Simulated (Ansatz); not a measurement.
Set up this calculation in Ansatz 0.2.0, as the native input.

| Quantity | Value |
| --- | --- |
| Task | single point |
| Functional | PBEsol |
| Potentials or basis | Ansatz PAW |
| Cutoff | 420 eV (not typed: the program's choice for these potentials) |
| k mesh | 6 × 6 × 7 |
| Occupations | fermi-dirac, width 0.05 eV |
| Spin | collinear spin, antiferromagnetic start |
| Starting moments | [0.0, 0.0, 0.0, 3.0, -3.0, 3.0] μB |

FeGe:

```xyz
6
Lattice="4.9976 0.0000 0.0000 -2.4988 4.3281 0.0000 0.0000 0.0000 4.1158" Properties=species:S:1:pos:R:3 pbc="T T T"
Ge    2.4988    1.4427    2.0579
Ge    0.0000    2.8854    2.0579
Ge    0.0000    0.0000    0.0000
Fe   -1.2494    2.1640    0.0000
Fe    1.2494    2.1640    0.0000
Fe    2.4988    0.0000    0.0000
```

The cell is a database's computed one.

One way to write it, as run:

input.yaml

```yaml
crystal:
  lattice:
    - [4.9976023358, 0.0, 0.0]
    - [-2.4988011679, 4.3280505808, 0.0]
    - [0.0, 0.0, 4.11576135]
  atoms:
    - { symbol: Ge, position: [0.6666666667, 0.3333333333, 0.5] }
    - { symbol: Ge, position: [0.3333333333, 0.6666666667, 0.5] }
    - { symbol: Ge, position: [0.0, 0.0, 0.0] }
    - { symbol: Fe, position: [0.0, 0.5, 0.0], spin: 3.0 }
    - { symbol: Fe, position: [0.5, 0.5, 0.0], spin: -3.0 }
    - { symbol: Fe, position: [0.5, 0.0, 0.0], spin: 3.0 }
hamiltonian:
  xc: pbesol
  pseudopotentials: { kind: paw }
magnetization:
  spin_polarized: true
kpoints:
  mp_grid: { grid: [6, 6, 7] }
scf:
  occupations: { method: fermi_dirac, width: 0.05 }
output:
  forces: true
  stress: true
  eigenvalues: true
  write_density: true
  write_potential: true
  elf: true
  volumetric_format: npy
```

Potentials or basis: Ansatz PAW.

Command:

```sh
$ ansatz run input.yaml --threads 2 --pin off --max-ram 5632MiB --backend cpu --events-out ev --progress --plain --runs-dir out
```

It gave:

```yaml
Pressure: -10.2 GPa
Band_gap_on_the_k_mesh: none (metal or under the smearing width)
Net_moment: 4.26 μB per cell
Absolute_moment: 4.91 μB per cell
Site_moments: Ge -0.04, -0.07; Fe +1.50 μB
```

Caveat: the PAW data sets come from PBE, with cores solved anew for the run's functional, which leaves a small shift of forces and pressure; the starting moments weren't kept.

It took 75 s on 2 threads of AMD EPYC (Zen 3) (shared host), peak memory 0.72 GiB.
